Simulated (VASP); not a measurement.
# CoSi (P2_13) in VASP: a series of runs, part 2 of 2

VASP 6.6.1.

## (3) Single point, PBE (own cell)

File INCAR:

```
SYSTEM = CoSi
  PREC = Accurate
  ENCUT = 520
  EDIFF = 1E-6
  ISMEAR = -1
  SIGMA = 0.02
  LREAL = .False.
  LASPH = .True.
  NELM = 100
  ALGO = Normal
  ISIF = 2
  LWAVE = .False.
  LCHARG = .True.
  GGA = PE
  LELF = .True.
  LVHAR = .True.
  NBANDS = 36
```

File KPOINTS:

```
regular mesh
0
Gamma
  6 6 6
  0 0 0
```

File POSCAR:

```
CoSi
1.0
    4.4307406144      0.0000000000      0.0000000000
    0.0000000000      4.4307406144      0.0000000000
    0.0000000000      0.0000000000      4.4307406144
Co Si
4 4
Direct
    0.1450332833      0.1450332833      0.1450332833
    0.3549667167      0.8549667167      0.6450332833
    0.6450332833      0.3549667167      0.8549667167
    0.8549667167      0.6450332833      0.3549667167
    0.8431868922      0.8431868922      0.8431868922
    0.6568131078      0.1568131078      0.3431868922
    0.3431868922      0.6568131078      0.1568131078
    0.1568131078      0.3431868922      0.6568131078
```

Potentials or basis: VASP PAW PBE potentials, release 64 (Co, Si).

Run with:

```bash
cat potpaw_PBE.64/Co/POTCAR potpaw_PBE.64/Si/POTCAR > POTCAR
mpirun -np 1 vasp_std > vasp.out
```

OUTCAR:

```text
SYSTEM = CoSi
   PREC = Accurate
   ENCUT = 520
   EDIFF = 1E-6
   ISMEAR = -1
   LREAL = .False.
   LASPH = .True.
   NELM = 100
   ISIF = 2
   GGA = PE

 ion  position               nearest neighbor table
   1  0.145  0.145  0.145-   5 2.32   6 2.34   7 2.34   8 2.34   7 2.43   8 2.43   6 2.43   3 2.72
                             4 2.72   2 2.72   2 2.72   4 2.72   3 2.72
   2  0.355  0.855  0.645-   6 2.32   5 2.34   8 2.34   7 2.34   7 2.43   8 2.43   5 2.43   1 2.72
                             1 2.72   3 2.72   3 2.72   4 2.72   4 2.72
   3  0.645  0.355  0.855-   7 2.32   5 2.34   8 2.34   6 2.34   8 2.43   6 2.43   5 2.43   1 2.72
                             4 2.72   2 2.72   2 2.72   4 2.72   1 2.72
   4  0.855  0.645  0.355-   8 2.32   7 2.34   6 2.34   5 2.34   6 2.43   5 2.43   7 2.43   1 2.72
                             3 2.72   2 2.72   1 2.72   2 2.72   3 2.72
   5  0.843  0.843  0.843-   1 2.32   2 2.34   3 2.34   4 2.34   3 2.43   4 2.43   2 2.43   6 2.74
                             7 2.74   8 2.74   6 2.74   8 2.74   7 2.74
   6  0.657  0.157  0.343-   2 2.32   1 2.34   4 2.34   3 2.34   3 2.43   4 2.43   1 2.43   8 2.74
                             5 2.74   5 2.74   7 2.74   7 2.74   8 2.74
   7  0.343  0.657  0.157-   3 2.32   1 2.34   4 2.34   2 2.34   4 2.43   2 2.43   1 2.43   8 2.74
                             5 2.74   8 2.74   6 2.74   6 2.74   5 2.74
   8  0.157  0.343  0.657-   4 2.32   3 2.34   2 2.34   1 2.34   2 2.43   1 2.43   3 2.43   7 2.74
                             5 2.74   7 2.74   5 2.74   6 2.74   6 2.74

  LATTYP: Found a simple cubic cell.
 ALAT       =     4.4307406144

  Lattice vectors:

 A1 = (   4.4307406144,   0.0000000000,   0.0000000000)
 A2 = (   0.0000000000,   4.4307406144,   0.0000000000)
 A3 = (   0.0000000000,   0.0000000000,   4.4307406144)

Analysis of symmetry for initial positions (statically):
=====================================================================
 Subroutine PRICEL returns:
 Original cell was already a primitive cell.

 Routine SETGRP: Setting up the symmetry group for a
 simple cubic supercell.

 Subroutine GETGRP returns: Found 12 space group operations
 (whereof  3 operations were pure point group operations)
[... 158 lines left out ...]
   LEPSILON=     F    determine dielectric tensor
   LRPA    =     F    only Hartree local field effects (RPA)
 non-spin polarized calculation
  energy-cutoff  :      520.00
  volume of cell :       86.98
 maximum number of plane-waves:      2364
 NGX is ok and might be reduce to    36
   NGX = 17   NGY = 17   NGZ = 17

 number of electron      52.0000004 magnetization

 Free energy of the ion-electron system (eV)
  ---------------------------------------------------
  ext. energy  EPLUGINS =         0.00000000
  ---------------------------------------------------
  free energy    TOTEN  =       -54.74875183 eV

  energy without entropy =      -54.74688572  energy(sigma->0) =      -54.74781878

 E-fermi :  12.1083     XC(G=0): -12.8673

 val. band max:       12.1005723403   @ k =   0.0000   0.0000   0.0000
 cond. band min:      12.1889773625   @ k =   0.5000   0.5000   0.3333
 fundamental gap:      0.0884050222
 Fermi energy:        12.1082582066

 k-point     1 :       0.0000    0.0000    0.0000
  band No.  band energies     occupation
      1      -1.5637      2.00000
      2       3.9306      2.00000
      3       3.9306      2.00000
      4       3.9306      2.00000
      5       6.6311      2.00000
      6       6.6311      2.00000
[... 925 lines left out ...]
     35      17.8792      0.00000
     36      17.8792      0.00000

------------------------ aborting loop because EDIFF is reached ----------------------------------------

  FORCE on cell =-STRESS in cart. coord.  units (eV):
  Direction    XX          YY          ZZ          XY          YZ          ZX
  --------------------------------------------------------------------------------------
  -------------------------------------------------------------------------------------
  Total       -0.0620197     -0.0620197     -0.0620197      0.0000000     -0.0000000      0.0000000
  in kB       -1.1423812     -1.1423812     -1.1423812      0.0000000     -0.0000000      0.0000000
  external PRESSURE =      -1.1423812 kB  Pullay stress =       0.0000000 kB

 VOLUME and BASIS-vectors are now :
 -----------------------------------------------------------------------------
  energy-cutoff  :      520.00
  volume of cell :       86.98
      direct lattice vectors                 reciprocal lattice vectors
     4.430740614  0.000000000  0.000000000     0.225695902  0.000000000  0.000000000
     0.000000000  4.430740614  0.000000000     0.000000000  0.225695902  0.000000000
     0.000000000  0.000000000  4.430740614     0.000000000  0.000000000  0.225695902

 POSITION                                       TOTAL-FORCE (eV/Angst)
 -----------------------------------------------------------------------------------
      0.64260      0.64260      0.64260         0.001008      0.001008      0.001008
      1.57277      3.78814      2.85798        -0.001008     -0.001008      0.001008
      2.85798      1.57277      3.78814         0.001008     -0.001008     -0.001008
      3.78814      2.85798      1.57277        -0.001008      0.001008     -0.001008
      3.73594      3.73594      3.73594         0.002145      0.002145      0.002145
      2.91017      0.69480      1.52057        -0.002145     -0.002145      0.002145
      1.52057      2.91017      0.69480         0.002145     -0.002145     -0.002145
      0.69480      1.52057      2.91017        -0.002145      0.002145     -0.002145
 -----------------------------------------------------------------------------------
    total drift:                               -0.000000      0.000000      0.000000

  FREE ENERGIE OF THE ION-ELECTRON SYSTEM (eV)
  ---------------------------------------------------
  free  energy   TOTEN  =       -54.7487518320 eV

  energy  without entropy=      -54.7468857196  energy(sigma->0) =      -54.74781878
```

OSZICAR:

```text
N       E                     dE             d eps       ncg     rms          rms(c)
DAV:   1     0.353369309701E+03    0.35337E+03   -0.22139E+04  1728   0.166E+03
DAV:   2    -0.313235641066E+02   -0.38469E+03   -0.36792E+03  1728   0.362E+02
DAV:   3    -0.594924054225E+02   -0.28169E+02   -0.26867E+02  1900   0.118E+02
DAV:   4    -0.606428679123E+02   -0.11505E+01   -0.11364E+01  2248   0.216E+01
DAV:   5    -0.606831566537E+02   -0.40289E-01   -0.40243E-01  2288   0.390E+00    0.275E+01
DAV:   6    -0.668748686351E+02   -0.61917E+01   -0.11105E+02  2232   0.133E+02    0.279E+01
DAV:   7    -0.546777743129E+02    0.12197E+02   -0.47720E+01  1988   0.972E+01    0.721E+00
DAV:   8    -0.548483019755E+02   -0.17053E+00   -0.40238E+00  1928   0.101E+01    0.292E+00
DAV:   9    -0.547534761510E+02    0.94826E-01   -0.24250E-01  2448   0.597E+00    0.942E-01
DAV:  10    -0.547497567675E+02    0.37194E-02   -0.17436E-02  1996   0.842E-01    0.305E-01
DAV:  11    -0.547488143099E+02    0.94246E-03   -0.22498E-03  2844   0.529E-01    0.104E-01
DAV:  12    -0.547487567478E+02    0.57562E-04   -0.20790E-04  2484   0.135E-01    0.368E-02
DAV:  13    -0.547487556572E+02    0.10906E-05   -0.64199E-05  2684   0.518E-02    0.321E-02
DAV:  14    -0.547487518098E+02    0.38474E-05   -0.19300E-05  2476   0.382E-02    0.234E-03
DAV:  15    -0.547487518320E+02   -0.22201E-07   -0.95340E-07  1008   0.760E-03
   1 F= -.54748752E+02 E0= -.54747819E+02  d E =-.186611E-02
```

It took 56 s on 1 thread of Intel Xeon Platinum 8559C (Emerald Rapids), shared host; peak memory 0.23 GiB.

Results:

```
Free energy            : -54.7488 eV
Pressure               : -0.1 GPa
Largest force          : 0.004 eV/Å
Band gap on the k mesh : none (metal or under the smearing width)
```

Forces in eV/Å, atoms in the order of the input:
```
Co   0.001  0.001  0.001
Co  -0.001 -0.001  0.001
Co   0.001 -0.001 -0.001
Co  -0.001  0.001 -0.001
Si   0.002  0.002  0.002
Si  -0.002 -0.002  0.002
Si   0.002 -0.002 -0.002
Si  -0.002  0.002 -0.002
```
